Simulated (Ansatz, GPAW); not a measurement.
This is a calculation of Rh for GPAW 26.7.0 (ASE script). Atoms were shifted at random by some hundredths of an Å from the given cell, which wasn't relaxed again for these runs. This isn't the form of Rh at room conditions, which is fcc.

Contents of run.py:

```python
from ase import Atoms
from ase.dft.bandgap import bandgap
from ase.io import write
from ase.units import GPa
from gpaw import GPAW, PW, setup_paths

setup_paths.insert(0, '.')

atoms = Atoms(['Rh', 'Rh', 'Rh', 'Rh'],
              cell=[[2.6917446234, 0.0, 0.0],
                    [-1.3458723117, 2.3311192244, 0.0],
                    [0.0, 0.0, 8.79807013]],
              scaled_positions=[[0.675958, 0.328863, 0.749331],
                                [0.017169, 0.029142, 0.503368],
                                [0.305206, 0.647065, 0.248769],
                                [0.026812, -0.001977, 0.003544]],
              pbc=True)

calc = GPAW(mode=PW(600),
            xc='PBEsol',
            kpts={'size': (11, 11, 3), 'gamma': True},
            occupations={'name': 'fermi-dirac', 'width': 0.05},
            nbands=52,
            convergence={'density': 1e-05, 'energy': 1e-05},
            maxiter=150,
            txt='gpaw.txt')
atoms.calc = calc
energy = atoms.get_potential_energy()
forces = atoms.get_forces()
stress = atoms.get_stress()
calc.write('gs.gpw')
write('result.traj', atoms)
print(f'Energy: {energy:.6f} eV')
print('Forces (eV/A):')
print(forces.round(4))
print('Stress (GPa):', (stress / GPa).round(3))
print('Fermi level:', round(calc.get_fermi_level(), 4), 'eV')
print(f'Gap: {bandgap(calc)[0]:.4f} eV, direct: {bandgap(calc, direct=True)[0]:.4f} eV')
```

Potentials or basis: PAW data sets generated in the run's folder for this functional, pw.

Launch:

```sh
$ gpaw-setup -f PBEsol Rh
$ OMP_NUM_THREADS=1 python run.py
```

Question: Translate it to Ansatz 0.2.0. Potentials or basis there: all-electron LAPW, scalar-relativistic.

Answer: As run (cutoffs and basis follow the program's own potentials, and thresholds, step limits or extra output files can differ):

input.yaml

```yaml
crystal:
  lattice:
    - [2.6917446234, 0.0, 0.0]
    - [-1.3458723117, 2.3311192244, 0.0]
    - [0.0, 0.0, 8.79807013]
  atoms:
    - { symbol: Rh, position: [0.675958, 0.328863, 0.749331] }
    - { symbol: Rh, position: [0.017169, 0.029142, 0.503368] }
    - { symbol: Rh, position: [0.305206, 0.647065, 0.248769] }
    - { symbol: Rh, position: [0.026812, -0.001977, 0.003544] }
kpoints:
  mp_grid: { grid: [11, 11, 3] }
scf:
  occupations: { method: fermi_dirac, width: 0.05 }
hamiltonian:
  xc: pbesol
  pseudopotentials: { kind: all_electron, lapw: { basis_error: 0.001 } }
output:
  forces: true
  stress: true
  eigenvalues: true
  populations: true
```

Potentials or basis: all-electron LAPW, scalar-relativistic.

The run is started by

```console
$ ansatz run input.yaml --threads 2 --pin off --max-ram 8192MiB --backend cpu --events-out ev --progress --plain --runs-dir out
```

Both were run:

|  | GPAW | Ansatz |
| --- | --- | --- |
| Pressure | -2.7 GPa | -5.0 GPa |
| Largest force | 0.655 eV/Å | 0.645 eV/Å |

Where Ansatz's input types no cutoff or centring, it takes its own default and a Γ-centred mesh.

Pressure is positive in compression.
